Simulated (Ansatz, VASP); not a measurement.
Si: VASP beside Ansatz

Contents of INCAR:

```
SYSTEM = Si
PREC = Accurate
ENCUT = 520
EDIFF = 1E-7
ISMEAR = -1
SIGMA = 0.05
LREAL = .FALSE.
LASPH = .TRUE.
NELM = 80
ALGO = Normal
ISIF = 2
LWAVE = .FALSE.
LCHARG = .FALSE.
GGA = PS
NBANDS = 11
```

The input KPOINTS:

```
Automatic mesh
0
G
  9 9 9
  0 0 0
```

The input POSCAR:

```
Si
1.0
    0.0000000000      2.6041686072      2.6041686072
    2.6041686072      0.0000000000      2.6041686072
    2.6041686072      2.6041686072      0.0000000000
Si
2
Direct
    0.5000000000      0.5000000000      0.5000000000
    0.7500000000      0.7500000000      0.7500000000
```

Input for Ansatz:

```yaml
crystal:
  lattice:
    - [0.0, 2.6041686072, 2.6041686072]
    - [2.6041686072, 0.0, 2.6041686072]
    - [2.6041686072, 2.6041686072, 0.0]
  atoms:
    - { symbol: Si, position: [0.5, 0.5, 0.5] }
    - { symbol: Si, position: [0.75, 0.75, 0.75] }
hamiltonian:
  xc: pbesol
  pseudopotentials:
    kind: paw
    azcp:
      Si: "pseudopotentials/Si.paw.azcp"
basis:
  ecutwfc: 420
  fft_grid_basis: typed
kpoints:
  mp_grid: { grid: [9, 9, 9], shift: [0, 0, 0] }
magnetization:
  spin_polarized: false
scf:
  occupations: { method: fermi_dirac, width: 0.05 }
output:
  stress: true
```

Alike in both runs: task single point; functional PBEsol; k mesh 9 × 9 × 9; occupations fermi-dirac, width 0.05 eV; no spin polarisation.

|  | VASP | Ansatz |
| --- | --- | --- |
| version | VASP 6.6.1 | Ansatz 0.2.0 |
| potentials or method | VASP PAW PBE potentials, release 64 (Si) | plane waves (420 eV) with PAW, scalar-relativistic |
| plane-wave cutoff (eV) | 520 | 420 |
| valence electrons in the cell | 8 | 8 |

|  | VASP | Ansatz | Ansatz less VASP |
| --- | --- | --- | --- |
| pressure (GPa) | 15.7 | 15.5 | -0.17 |

The functional is the same, so the differences come from potentials, cutoffs and numerics. Ansatz warned: «pseudo_functional_mismatch».

Caveats: so large a pressure means that the cell lies far from this level's equilibrium, or that cutoff or potentials fall short (VASP); the potentials were made for another functional, which shifts forces and pressure (VASP).
